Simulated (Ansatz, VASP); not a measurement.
**Two plane-wave programs on Ge**

```
Ge
1.0
     1.41553   -2.63474    0.00000
     1.41553    2.63474    0.00000
     0.00000    0.00000    2.73374
Ge
1
Direct
  0.50000 0.50000 0.00000
```

Change from the starting cell: volume scaled by 1.04.

Alike in both runs: task single point; functional PBEsol; k mesh 11 × 11 × 10; occupations fermi-dirac, width 0.05 eV; no spin polarisation.

```csv
,VASP,Ansatz
version,VASP 6.6.1,Ansatz 0.2.0
potentials or method,"VASP PAW PBE potentials, release 64 (Ge_d)",Ansatz PAW
plane-wave cutoff (eV),520,420
valence electrons in the cell,14,14
```

|  | VASP | Ansatz | Ansatz less VASP |
| --- | --- | --- | --- |
| gap on the k mesh at the Fermi level (eV) | none | none | - |
| pressure (GPa) | -6.2 | -6.1 | +0.14 |
| largest component of the traceless stress (GPa) | 1.53 | 1.54 | +0.009 |

A gap of «none» marks a metal or a gap that the smearing closes.

Caveats: the PAW data sets were made with another functional, which shifts forces and pressure a little (VASP); the PAW data sets come from PBE, with cores solved anew for the run's functional, which leaves a small shift of forces and pressure (Ansatz).
